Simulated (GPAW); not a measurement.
# GaP (F-43m) in GPAW: equation of state

Aim: energy against volume of GaP in PBE, for its equilibrium volume and stiffness.

All numbers are computed with GPAW 26.7.0; they aren't measurements. Logs are shortened: lines on timing, memory, paths and dates and some standing lists are left out, and cuts for length are marked. The log counts tension as positive stress, the text compression.

**The experiment to reproduce.**

From “Phosphorous dimerization in GaP at high pressure”, 2017, arxiv:1709.06667, for a bulk crystal of GaP: bulk modulus 87.5 ± 0.6 GPa.

The runs below are set against these values where they give the same quantity.

### 1 Starting point

Symmetry: F-43m, No. 216, cubic system. Conventional cell: a = 5.451 Å, b = 5.451 Å, c = 5.451 Å, α = 90.00°, β = 90.00°, γ = 90.00°. Ga (site symmetry -43m) has 4 P at 2.36 Å as nearest neighbours. Around P (site symmetry -43m) lie 4 Ga at 2.36 Å.

### 2 Equation of state, PBE

run.py

```python
from ase.eos import EquationOfState
from ase.io import Trajectory, read
from ase.units import GPa
from gpaw import GPAW, PW

atoms = read('GaP.xyz')

traj = Trajectory('eos.traj', 'w')
volumes, energies = [], []
for x in [0.94, 0.96, 0.98, 1.0, 1.02, 1.04, 1.06]:
    a = atoms.copy()
    a.set_cell(atoms.cell * x**(1 / 3), scale_atoms=True)
    calc = GPAW(mode=PW(600),
                xc='PBE',
                kpts={'size': (8, 8, 8), 'gamma': True},
                occupations={'name': 'fermi-dirac', 'width': 0.05},
                nbands=11,
                convergence={'density': 1e-05, 'energy': 1e-05},
                maxiter=150,
                txt=f'eos-{x:.2f}.txt')
    a.calc = calc
    energies.append(a.get_potential_energy(force_consistent=True))
    volumes.append(a.get_volume())
    p = -a.get_stress()[:3].mean() / GPa
    calc.write(f'eos-{x:.2f}.gpw')
    traj.write(a)
    print(f'{x:.2f} {volumes[-1]:10.4f} A^3 {energies[-1]:14.6f} eV {p:9.3f} GPa', flush=True)

v0, e0, B = EquationOfState(volumes, energies, eos='birchmurnaghan').fit()
print(f'V0 = {v0:.4f} A^3, E0 = {e0:.6f} eV, B0 = {B / GPa:.2f} GPa')
```

GaP.xyz

```xyz
2
Lattice="0.0000000000 2.7252500000 2.7252500000 2.7252500000 0.0000000000 2.7252500000 2.7252500000 2.7252500000 0.0000000000" Properties=species:S:1:pos:R:3 pbc="T T T"
Ga     0.0000000000      0.0000000000      0.0000000000
P      4.0878750000      4.0878750000      4.0878750000
```

Potentials or basis: GPAW PAW data sets (gpaw-data 1.2.1), pw.

Command:

```
OMP_NUM_THREADS=1 python run.py
```

What it wrote:

```text
__  _  _
 | _ |_)|_||  |
 |__||  | ||/\| - 26.7.0

Input parameters:
  mode=PW(ecut=600.0),
  convergence={'density': 1e-05, 'energy': 1e-05},
  kpts=MonkhorstPack(size=(8, 8, 8), gamma=True),
  maxiter=150,
  nbands=11,
  occupations=Occupations(name='fermi-dirac', width=0.05),
  xc=XC(name='PBE')

Diagonalizing LCAO Hamiltonian
Converting LCAO to pw mode

                    P

       Ga

Atoms  # Å, Bohr magnetons
|   | symbol |        x |        y |        z |    initial magnetic moments |
|---|--------|----------|----------|----------|-----------------------------|
| 0 |     Ga | 0.000000 | 0.000000 | 0.000000 | ( 0.0000,  0.0000,  0.0000) |
| 1 |      P | 4.004426 | 4.004426 | 4.004426 | ( 0.0000,  0.0000,  0.0000) |

Unit cell  # Å
| periodic |        x |        y |        z |  lengths |    angles |
|----------|----------|----------|----------|----------|-----------|
|      yes | 0.000000 | 2.669617 | 2.669617 | 3.775409 | 60.000000 |
|      yes | 2.669617 | 0.000000 | 2.669617 | 3.775409 | 60.000000 |
|      yes | 2.669617 | 2.669617 | 0.000000 | 3.775409 | 60.000000 |

Number of symmetries: 24
Symmetry operations  # r_c * U_cc + t_c -> r_c
|    | kind |            matrix            |
|----|------|------------------------------|
|  0 |  E   |  1, 0, 0,  0, 1, 0,  0, 0, 1 |
|  1 |  σ   |  1, 0, 0,  0, 0, 1,  0, 1, 0 |
|  2 |  σ   |  1, 0,-1,  0, 1,-1,  0, 0,-1 |
|  3 |  C3  |  1, 0,-1,  0, 0,-1,  0, 1,-1 |
|  4 |  C3  |  1,-1, 0,  0,-1, 1,  0,-1, 0 |
|  5 |  σ   |  1,-1, 0,  0,-1, 0,  0,-1, 1 |
|  6 |  σ   |  0, 1, 0,  1, 0, 0,  0, 0, 1 |
|  7 |  C3  |  0, 1, 0,  0, 0, 1,  1, 0, 0 |
|  8 |  C2  |  0, 1,-1,  1, 0,-1,  0, 0,-1 |
|  9 |  S4  |  0, 1,-1,  0, 0,-1,  1, 0,-1 |
| 10 |  C3  |  0, 0, 1,  1, 0, 0,  0, 1, 0 |
| 11 |  σ   |  0, 0, 1,  0, 1, 0,  1, 0, 0 |
| 12 |  S4  |  0, 0,-1,  1, 0,-1,  0, 1,-1 |
| 13 |  C3  |  0, 0,-1,  0, 1,-1,  1, 0,-1 |
| 14 |  S4  |  0,-1, 1,  1,-1, 0,  0,-1, 0 |
| 15 |  C2  |  0,-1, 1,  0,-1, 0,  1,-1, 0 |
| 16 |  C3  |  0,-1, 0,  1,-1, 0,  0,-1, 1 |
| 17 |  S4  |  0,-1, 0,  0,-1, 1,  1,-1, 0 |
| 18 |  S4  | -1, 1, 0, -1, 0, 1, -1, 0, 0 |
| 19 |  C3  | -1, 1, 0, -1, 0, 0, -1, 0, 1 |
| 20 |  C3  | -1, 0, 1, -1, 1, 0, -1, 0, 0 |
| 21 |  S4  | -1, 0, 1, -1, 0, 0, -1, 1, 0 |
| 22 |  σ   | -1, 0, 0, -1, 1, 0, -1, 0, 1 |
| 23 |  C2  | -1, 0, 0, -1, 0, 1, -1, 1, 0 |

BZ-sampling:
  Number of BZ points: 512
  Number of IBZ points: 29

  Monkhorst-Pack size: [8, 8, 8]
  Monkhorst-Pack shift: [0.0625, 0.0625, 0.0625]

K-points  # in reciprocal-cell coordinates
|     |                                coordinates |     weight |
|-----|--------------------------------------------|------------|
|   0 | (  0.00000000,   0.00000000,   0.00000000) | 0.00195312 |
|   1 | (  0.12500000,   0.12500000,   0.00000000) | 0.01171875 |
|   2 | (  0.12500000,   0.12500000,   0.12500000) | 0.01562500 |
|   3 | (  0.25000000,   0.12500000,   0.12500000) | 0.02343750 |
|   4 | (  0.25000000,   0.25000000,   0.00000000) | 0.01171875 |
|   5 | (  0.25000000,   0.25000000,   0.12500000) | 0.04687500 |
|   6 | (  0.25000000,   0.25000000,   0.25000000) | 0.01562500 |
|   7 | (  0.37500000,   0.25000000,  -0.37500000) | 0.04687500 |
|   8 | (  0.37500000,   0.25000000,   0.12500000) | 0.04687500 |
|   9 | (  0.37500000,   0.25000000,   0.25000000) | 0.04687500 |
| ... |                                            |            |
|  28 | (  0.50000000,   0.50000000,   0.50000000) | 0.00781250 |

Plane wave coefficients: 1287
Cutoff: 600.0 eV

Spin-components: 1 (collinear spins)
Bands:           11
Projectors:      10
Spin-degeneracy: 2
Datatype:        complex128

Density:
  Valence electrons: 8.0
  Components: 1
  Grid points: [24 24 24]
  Charge: 0.0  # |e|

Potential:
  Grid points: [24 24 24]

species:
  Ga:
    name:    Gallium
    Z:       31.0
    valence: 3
    core:    28
    charge:  0.0  # [|e|]
    compensation charges:
      type: gauss
      rc: 0.37  # [Å]
      lmax: 2
    cutoffs:
      filter: 2.06  # [Å]
      core: 4.17  # [Å]
    projectors
    | kind |    occ | energy [eV] | rcut [Å] |
    |------|--------|-------------|----------|
    |   4s |  2.000 |      -8.945 |    1.164 |
    |   4p |  1.000 |      -2.580 |    1.164 |
    |    s |        |      18.266 |    1.164 |
    |    p |        |      24.631 |    1.164 |
    |    d |        |       0.000 |    1.164 |

    Using partial waves for Ga as LCAO basis

  P:
    name:    Phosphorus
    Z:       15.0
    valence: 5
    core:    10
    charge:  0.0  # [|e|]
    compensation charges:
      type: gauss
      rc: 0.30  # [Å]
      lmax: 2
    cutoffs:
      filter: 1.69  # [Å]
      core: 1.81  # [Å]
    projectors
    | kind |    occ | energy [eV] | rcut [Å] |
    |------|--------|-------------|----------|
    |   3s |  2.000 |     -13.968 |    0.953 |
    |   3p |  3.000 |      -5.506 |    0.953 |
    |    s |        |      13.244 |    0.953 |
    |    p |        |      21.705 |    0.953 |
    |    d |        |       0.000 |    0.953 |

    Using partial waves for P as LCAO basis

Reference energy: -62187.585188  # eV

eigensolver:
  PPCG
  Converge bands: occupied
  niter=2

density mixing:
  MSR1-Mixer
  Pratt-step length: 0.05
  Maximum mixing coefficient: 0.75
  Old densities: 10
  SVD Regularization: 0.005
  Good broyden scale: 1.0
  Trust region scale: 1.0
  Backstep threshold: 4.0
  History deletion threshold: 6.0
  Fourier metric: weight=20.0, sigma=0.015

occupation numbers:
  Fermi-Dirac:
    width: 0.0500  # eV

poisson solver:
  ecut: 4800.0  # eV

xc functional:
  name: PBE with 2 nearest neighbor stencil

convergence criteria:
- Maximum integral of absolute [dens]ity change: 1e-05 electrons / valence electron
- Maximum [total energy] change in last 3 cyles: 1e-05 eV / valence electron
- Maximum integral of absolute [eigenst]ate change: 4e-08 eV^2 / valence electron
maximum number of iterations: 150

SCF iterations
|iter     | |      energy | eigst |  dens |
|---------|-|-------------|-------|-------|
|iter:   1| |   -9.110409 | -0.24 |       |
|iter:   2| |   -9.075306 | -2.33 | -0.83 |
|iter:   3| |   -8.915888 | -1.83 | -0.87 |
|iter:   4| |   -8.917362 | -3.36 | -1.52 |
|iter:   5| |   -8.917787 | -4.31 | -2.04 |
|iter:   6| |   -8.917825 | -5.58 | -2.76 |
|iter:   7| |   -8.917826c| -7.16 | -3.73 |
|iter:   8| |   -8.917826c| -7.56c| -4.24 |
|iter:   9| |   -8.917826c| -8.68c| -5.34c|

Converged in 9 steps
Energy contributions relative to reference atoms: (reference = -62187.585188)

Energy contributions:
  Kinetic:          33.279904
  Coulomb:         -28.811505
  Zero:              0.016244
  External:          0.000000
  Xc:              -13.402469
  Entropy:          -0.000000
  Spinorbit:         0.000000
  ----------------------------
  Free energy:      -8.917826
  Extrapolated:     -8.917826

dipole moment: (-10.474644, -10.474644, -10.474644)  # |e|*Ang

Fermi level: 6.378
Eigenvalues  # (at kpt = [0.000, 0.000, 0.000])
| band index |      eig [eV] | occ [0-2] |
|------------|---------------|-----------|
|          0 |        -7.316 |     2.000 |
|          1 |         5.629 |     2.000 |
|          2 |         5.629 |     2.000 |
|          3 |         5.629 |     2.000 |
|          4 |         8.051 |     0.000 |
|          5 |         9.544 |     0.000 |
|          6 |         9.544 |     0.000 |
|          7 |         9.544 |     0.000 |
|          8 |        14.793 |     0.000 |
|          9 |        15.406 |     0.000 |
|         10 |        15.406 |     0.000 |

Gap: 1.531 eV
Transition (v -> c):
  (s=0, k=0, n=3, [0.00, 0.00, 0.00]) -> (s=0, k=24, n=4, [0.50, 0.50, 0.00])
Direct/indirect transitions are different
Direct gap: 2.423 eV
Transition at: (s=0, k=0, n=3, [0.00, 0.00, 0.00])

Stress tensor  # eV/Ang^3
|         x |         y |         z |
|-----------|-----------|-----------|
| -0.072320 | -0.000000 | -0.000000 |
| -0.000000 | -0.072320 |  0.000000 |
| -0.000000 |  0.000000 | -0.072320 |

# Writing to eos-0.94.gpw (mode='')
```

eos-0.96.txt:

```text
SCF iterations
|iter     | |      energy | eigst |  dens |
|---------|-|-------------|-------|-------|
|iter:   1| |   -9.158197 | -0.25 |       |
|iter:   2| |   -9.123462 | -2.34 | -0.83 |
|iter:   3| |   -8.968045 | -1.85 | -0.87 |
|iter:   4| |   -8.969380 | -3.40 | -1.52 |
|iter:   5| |   -8.969752 | -4.32 | -2.04 |
[... 40 lines left out ...]
  (s=0, k=0, n=3, [0.00, 0.00, 0.00]) -> (s=0, k=24, n=4, [0.50, 0.50, 0.00])
Direct/indirect transitions are different
Direct gap: 2.242 eV
Transition at: (s=0, k=0, n=3, [0.00, 0.00, 0.00])

Stress tensor  # eV/Ang^3
|         x |         y |         z |
|-----------|-----------|-----------|
| -0.056085 | -0.000000 |  0.000000 |
| -0.000000 | -0.056085 |  0.000000 |
|  0.000000 |  0.000000 | -0.056085 |

# Writing to eos-0.96.gpw (mode='')
```

Run time: 68 s. Hardware: 1 thread of Arm Neoverse V1, shared host; peak memory 0.21 GiB.

Results:

```yaml
Equilibrium_volume: 21.30 Å³/atom
Bulk_modulus: 79 GPa
Pressure_derivative_of_the_bulk_modulus: 4.6
```

Energy against volume, from the lowest point:
```
volume (Å³/atom)  energy (meV/atom)
          19.026              74.07
          19.431              48.09
          19.836              28.34
          20.240              14.20
          20.645               5.10
          21.050               0.52
          21.455               0.00
```

Caveat: the data sets keep Ga 3d, Li 1s and Be 1s frozen, and some such compounds lay over 1.5 % in volume off other programs. PBE usually gives volumes a little too large and moduli too small.

### 3 Against experiment

Step 2. A measured bulk modulus of GaP is 87.5 GPa (“Phosphorous dimerization in GaP at high pressure”, 2017, arxiv:1709.06667); the calculated 79 GPa misses it by -9.5 %. The fit is for a static lattice scaled at fixed shape and fixed fractional positions.
